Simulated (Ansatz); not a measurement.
**HgTe: experiment and calculation**

**Experimental background.**

A printed reference work, data compilation reports, for a bulk crystal of HgTe at 300 K: lattice constant a 6.4623 Å.

How close the calculation comes is told below.

Computed with Ansatz, DFT PBE, scalar-relativistic, plane waves, PAW.

Cutoff 420 eV; k points 12×12×12 on the computed 2-atom cell (Γ-centred); Gaussian smearing, width 0.10 eV; no spin polarisation.

Relaxed structure, symmetry kept:

```cif
data_structure
_symmetry_space_group_name_H-M 'P 1'
_symmetry_Int_Tables_number 1
_cell_length_a 4.7043
_cell_length_b 4.7043
_cell_length_c 4.7043
_cell_angle_alpha 60.000
_cell_angle_beta 60.000
_cell_angle_gamma 60.000
_cell_volume 73.61
loop_
_atom_site_label
_atom_site_type_symbol
_atom_site_fract_x
_atom_site_fract_y
_atom_site_fract_z
_atom_site_occupancy
Hg1 Hg 0.00000 0.00000 0.00000 1
Te1 Te 0.25000 0.25000 0.25000 1
```

| Item | Value |
| --- | --- |
| Space group | F-43m (No. 216) |
| Volume per atom | 248.4 bohr³ |
| Formation energy from the elements' standard states (Br, Hg as crystals; uncorrected) | -0.175 eV/atom |
| Kohn–Sham band gap | zero, with almost no states at the Fermi level |
| Density of states at the Fermi level | 0.00 states/eV per cell (so small that it hangs on the mesh: a semimetal, or crossings between mesh points) |
| Löwdin character within 0.5 eV of the Fermi level | Te 5p 86 %, Hg 5d 8 % |
| Bader charges (e) | Hg (1 in the cell) 0.13, Te (1 in the cell) -0.13 |

Spin-orbit coupling is left out, which matters for the bands of heavy elements.

Measured lattice constant a of HgTe: 6.4623 Å (300 K; a printed reference work, data compilation). This calculation gives 6.653 Å (+2.9 %). The calculation is for 0 K without zero-point motion.